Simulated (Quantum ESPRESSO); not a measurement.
# La under changes of volume

One of the cells (38.320 Å³/atom); the others are scaled copies at fixed shape and fractional positions:

```xyz
1
Lattice="-2.1238 2.1238 2.1238 2.1238 -2.1238 2.1238 2.1238 2.1238 -2.1238" Properties=species:S:1:pos:R:3 pbc="T T T"
La    0.0000    0.0000    0.0000
```

This isn't the form of La at room conditions, which is double hcp.

* Program: Quantum ESPRESSO 7.5
* Functional: PBEsol
* Potentials or basis: PseudoDojo 0.4.1 SR PBEsol standard
* Cutoff: 1497 eV
* Density cutoff: 5987 eV
* k mesh: 9 × 9 × 9
* Occupations: fermi-dirac, width 0.05 eV
* Spin: no spin polarisation

```tsv
volume (Å³/atom)	energy over the lowest point (meV/atom)	pressure (GPa)
36.020	0.00	-1.2
36.787	7.27	-1.7
37.553	16.84	-2.2
38.320	28.50	-2.6
39.086	42.08	-3.0
39.852	57.42	-3.3
40.619	?	?
```

Task: What does the run at 40.619 Å³/atom give?

Result: Energy over the lowest point 74.37 meV/atom; pressure -3.6 GPa.

Worked out: A Birch-Murnaghan fit of order 3 (a polynomial in V^(-2/3)) to the other rows has no minimum within the range. It gives 74.39 meV/atom at 40.619 Å³/atom, against the run's 74.37, and -dE/dV = -3.7 GPa, against -3.6.

Energies are extrapolated to zero smearing.
